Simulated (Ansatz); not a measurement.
# BaTiO3: the cost of one run

Program: Ansatz 0.2.0. Level of theory: DFT PBE, scalar-relativistic, plane waves, PAW. These are calculated values, not measurements.

**1. Starting point**

The structure is trigonal, space group R3m (No. 160). The conventional cell has a = 5.655 Å, b = 5.655 Å, c = 6.955 Å, α = 90.00°, β = 90.00°, γ = 120.00°. Around Ba (site symmetry 3m) lie 12 O at 2.79 to 2.89 Å. Ti (site symmetry 3m) has 6 O at 1.87 to 2.14 Å in its first shell of neighbours. O (site symmetry m) has 2 Ti at 1.87 to 2.14 Å and 1 Ba at 2.79 Å in its first shell of neighbours.

Structure file:

```xyz
40
Lattice="5.6547 3.2648 4.6368 -5.6547 3.2648 4.6368 0.0000 -6.5295 4.6368" Properties=species:S:1:pos:R:3 pbc="T T T"
Ba    0.0000    0.0000    0.0000
Ba    0.0000   -3.2648    2.3184
Ba   -2.8274    1.6324    2.3184
Ba   -2.8274   -1.6324    4.6368
Ba    2.8274    1.6324    2.3184
Ba    2.8274   -1.6324    4.6368
Ba    0.0000    3.2648    4.6368
Ba    0.0000    0.0000    6.9552
Ti    0.0000    0.0000    3.3698
Ti    0.0000   -3.2648    5.6882
Ti   -2.8274    1.6324    5.6882
Ti   -2.8274   -1.6324    8.0066
Ti    2.8274    1.6324    5.6882
Ti    2.8274   -1.6324    8.0066
Ti    0.0000    3.2648    8.0066
Ti    0.0000    0.0000   10.3250
O     0.0000    1.6033    2.3988
O     0.0000   -1.6614    4.7172
O    -2.8274    3.2357    4.7172
O    -2.8274   -0.0291    7.0356
O     2.8274    3.2357    4.7172
O     2.8274   -0.0291    7.0356
O     0.0000    4.8681    7.0356
O     0.0000    1.6033    9.3540
O    -1.3885   -0.8017    2.3988
O    -1.3885   -4.0664    4.7172
O    -4.2159    0.8307    4.7172
O    -4.2159   -2.4340    7.0356
O     1.4388    0.8307    4.7172
O     1.4388   -2.4340    7.0356
O    -1.3885    2.4631    7.0356
O    -1.3885   -0.8017    9.3540
O     1.3885   -0.8017    2.3988
O     1.3885   -4.0664    4.7172
O    -1.4388    0.8307    4.7172
O    -1.4388   -2.4340    7.0356
O     4.2159    0.8307    4.7172
O     4.2159   -2.4340    7.0356
O     1.3885    2.4631    7.0356
O     1.3885   -0.8017    9.3540
```

The runs take a perfect supercell of 40 atoms; the defect goes to fractional position (0.254, 0.254, 0.009).

**2. The perfect supercell**

File input.yaml:

```yaml
crystal:
  lattice:
    - [5.654733, 3.264762, 4.636787]
    - [-5.654733, 3.264762, 4.636787]
    - [0.0, -6.529523, 4.636787]
  atoms:
    - { symbol: Ba, position: [0.0, 0.0, 0.0] }
    - { symbol: Ba, position: [0.0, 0.0, 0.5] }
    - { symbol: Ba, position: [0.0, 0.5, 0.0] }
    - { symbol: Ba, position: [0.0, 0.5, 0.5] }
    - { symbol: Ba, position: [0.5, 0.0, 0.0] }
    - { symbol: Ba, position: [0.5, 0.0, 0.5] }
    - { symbol: Ba, position: [0.5, 0.5, 0.0] }
    - { symbol: Ba, position: [0.5, 0.5, 0.5] }
    - { symbol: Ti, position: [0.24225, 0.24225, 0.24225] }
    - { symbol: Ti, position: [0.24225, 0.24225, 0.74225] }
    - { symbol: Ti, position: [0.24225, 0.74225, 0.24225] }
    - { symbol: Ti, position: [0.24225, 0.74225, 0.74225] }
    - { symbol: Ti, position: [0.74225, 0.24225, 0.24225] }
    - { symbol: Ti, position: [0.74225, 0.24225, 0.74225] }
    - { symbol: Ti, position: [0.74225, 0.74225, 0.24225] }
    - { symbol: Ti, position: [0.74225, 0.74225, 0.74225] }
    - { symbol: O, position: [0.2543, 0.2543, 0.00875] }
    - { symbol: O, position: [0.2543, 0.2543, 0.50875] }
    - { symbol: O, position: [0.2543, 0.7543, 0.00875] }
    - { symbol: O, position: [0.2543, 0.7543, 0.50875] }
    - { symbol: O, position: [0.7543, 0.2543, 0.00875] }
    - { symbol: O, position: [0.7543, 0.2543, 0.50875] }
    - { symbol: O, position: [0.7543, 0.7543, 0.00875] }
    - { symbol: O, position: [0.7543, 0.7543, 0.50875] }
    - { symbol: O, position: [0.00875, 0.2543, 0.2543] }
    - { symbol: O, position: [0.00875, 0.2543, 0.7543] }
    - { symbol: O, position: [0.00875, 0.7543, 0.2543] }
    - { symbol: O, position: [0.00875, 0.7543, 0.7543] }
    - { symbol: O, position: [0.50875, 0.2543, 0.2543] }
    - { symbol: O, position: [0.50875, 0.2543, 0.7543] }
    - { symbol: O, position: [0.50875, 0.7543, 0.2543] }
    - { symbol: O, position: [0.50875, 0.7543, 0.7543] }
    - { symbol: O, position: [0.2543, 0.00875, 0.2543] }
    - { symbol: O, position: [0.2543, 0.00875, 0.7543] }
    - { symbol: O, position: [0.2543, 0.50875, 0.2543] }
    - { symbol: O, position: [0.2543, 0.50875, 0.7543] }
    - { symbol: O, position: [0.7543, 0.00875, 0.2543] }
    - { symbol: O, position: [0.7543, 0.00875, 0.7543] }
    - { symbol: O, position: [0.7543, 0.50875, 0.2543] }
    - { symbol: O, position: [0.7543, 0.50875, 0.7543] }
basis:
  ecutwfc: 420
  fft_grid_basis: typed
kpoints:
  mp_grid: { grid: [3, 3, 3] }
hamiltonian:
  xc: pbe
  pseudopotentials: { kind: paw }
scf:
  occupations: { method: gaussian, width: 0.05 }
output:
  forces: true
  stress: false
  eigenvalues: true
  bader: false
  write_density: true
  volumetric_format: npy
```

Launch:

```bash
ansatz run input.yaml --threads 4 --pin off --max-ram 10240MiB --backend cpu --events-out ev --progress --plain --runs-dir out
```

Q: Estimate wall time and peak memory on 4 threads of Intel Xeon Platinum 8259CL at 2.50GHz (Skylake/Cascade Lake), shared host.

About 17 s, with a peak of 2.2 GiB.
